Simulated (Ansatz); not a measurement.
# Relaxing an invented Cr structure

Computed with DFT PBE, scalar-relativistic, plane waves, PAW in Ansatz. Cutoff 420 eV, Gaussian smearing, Γ-centred meshes. Cell and atoms relax first on a coarse mesh and then on a finer one. In between, the cell is made exact in the group found at 0.06 Å. In metals the finer mesh still leaves noise of several meV/atom or more. The steps can't lower the symmetry of their start, moments included. Collinear spin, starting moments 3 -3 3 μB in the order of the atoms; they died out on the coarse mesh, so the last step has no spin.

Recipe of this trial structure of Cr: random cell by space group and Wyckoff sites (Pm-3m, No. 221). Its size is a rough estimate.

```xyz
3
Lattice="2.9090 0.0000 0.0000 0.0000 2.9090 0.0000 0.0000 0.0000 2.9090" Properties=species:S:1:pos:R:3 pbc="T T T"
Cr    0.0000    1.4545    1.4545
Cr    1.4545    0.0000    1.4545
Cr    1.4545    1.4545    0.0000
```

Energies count from the standard state of Cr at the same level.

Q: Describe the relaxed structure.

A: The symmetry goes from Pm-3m (No. 221) to P4/mmm (No. 123). The volume per atom grows by 64.7 %, from 8.2 to 13.5 Å³. The shortest distance goes from 2.06 Å (Cr–Cr) to 2.30 Å (Cr–Cr). The energy falls by about 2.6 eV/atom (the start's value is from the coarse mesh). The end is written in a standard setting, so origin, axes and order of atoms can differ from the start's. Conventional cell: a = 3.259 Å, c = 3.817 Å. Cr on a site of symmetry mmm is surrounded by 4 Cr at 2.30 Å and 4 Cr at 2.51 Å; Cr on a site of symmetry 4/mmm is surrounded by 8 Cr at 2.51 Å.

```cif
data_structure
_symmetry_space_group_name_H-M 'P 1'
_symmetry_Int_Tables_number 1
_cell_length_a 3.2595
_cell_length_b 3.2595
_cell_length_c 3.8169
_cell_angle_alpha 90.000
_cell_angle_beta 90.000
_cell_angle_gamma 90.000
_cell_volume 40.55
loop_
_atom_site_label
_atom_site_type_symbol
_atom_site_fract_x
_atom_site_fract_y
_atom_site_fract_z
_atom_site_occupancy
Cr1 Cr 0.00000 0.50000 0.50000 1
Cr2 Cr 0.50000 0.50000 0.00000 1
Cr3 Cr 0.50000 0.00000 0.50000 1
```

Q: Give its energy and gap.

A: The energy over the standard state is +1.00 eV/atom and the gap on the 14×14×12 mesh of the 3-atom cell is 0 eV (a metal).

It lies above the standard state, so it could only be metastable.

The last run used Gaussian smearing of 0.10 eV. Trial moments died out on the coarse mesh, so the last step has no spin; another magnetic start might hold. A structure relaxed within its symmetry needn't be a true minimum. In all, the 3 runs took 3.1 min on 1 thread of Arm Neoverse V2, on a shared host.
